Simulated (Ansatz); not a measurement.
# MgS: the cost of one run

Method: DFT PBE, scalar-relativistic, plane waves, PAW, in Ansatz 0.2.0.

2 further runs of the same task are left out: 1 that didn't finish, 1 set aside as unsound or not needed.

**1. Starting point**

Symmetry: P6_3mc, No. 186, hexagonal system. The conventional cell has a = 4.055 Å, b = 4.055 Å, c = 6.491 Å, α = 90.00°, β = 90.00°, γ = 120.00°. Mg (site symmetry 3m) has 4 S at 2.47 Å as nearest neighbours. S (site symmetry 3m) is surrounded by 4 Mg at 2.47 Å.

As a file:

```
CELL_PARAMETERS angstrom
4.05466 0.00000 0.00000
-2.02733 3.51144 0.00000
0.00000 0.00000 6.49076
ATOMIC_POSITIONS crystal
Mg 0.66667 0.33333 0.49702
Mg 0.33333 0.66667 0.99702
S 0.33333 0.66667 0.37798
S 0.66667 0.33333 0.87798
```

It goes back to an entry of the Materials Project, which need not be the stable form.

It is the result of an earlier relaxation at this level (volume 23.10 Å³/atom; gap on the mesh: 3.38 eV).

**2. Static run: bands, density of states and charges**

input.yaml

```yaml
crystal:
  lattice:
    - [4.0546560487, 0.0, 0.0]
    - [-2.0273280244, 3.5114351418, 0.0]
    - [0.0, 0.0, 6.4907642878]
  atoms:
    - { symbol: Mg, position: [0.6666666667, 0.3333333333, 0.4970164499] }
    - { symbol: Mg, position: [0.3333333333, 0.6666666667, 0.9970164499] }
    - { symbol: S, position: [0.3333333333, 0.6666666667, 0.3779825501] }
    - { symbol: S, position: [0.6666666667, 0.3333333333, 0.8779825501] }
basis:
  ecutwfc: 420
kpoints:
  mp_grid: { grid: [6, 6, 4] }
  band_path:
    path:
      - [[0.0, 0.0, 0.0], [0.5, 0.0, 0.0], [0.33333333, 0.33333333, 0.0], [0.0, 0.0, 0.0], [0.0, 0.0, 0.5], [0.5, 0.0, 0.5], [0.33333333, 0.33333333, 0.5], [0.0, 0.0, 0.5]]
      - [[0.5, 0.0, 0.5], [0.5, 0.0, 0.0]]
      - [[0.33333333, 0.33333333, 0.5], [0.33333333, 0.33333333, 0.0]]
    npoints: 14
hamiltonian:
  xc: pbe
scf:
  occupations: { method: gaussian, width: 0.02 }
  n_extra_bands: 10
output:
  forces: true
  stress: true
  eigenvalues: true
  populations: true
  dos: { projected: true, de: 0.02, nscf_kmesh: { grid: [9, 9, 6] } }
  bader: true
  write_density: true
  write_potential: true
  elf: true
  volumetric_format: npy
```

Launch:

```bash
$ ansatz run input.yaml --threads 1 --pin off --max-ram 2560MiB --backend cpu --events-out ev --progress --plain --runs-dir out
```

**Question.** How long does this run take on 1 thread of Arm Neoverse V2, shared host, and how much memory does it need?

About 48 s, with a peak of 0.4 GiB.
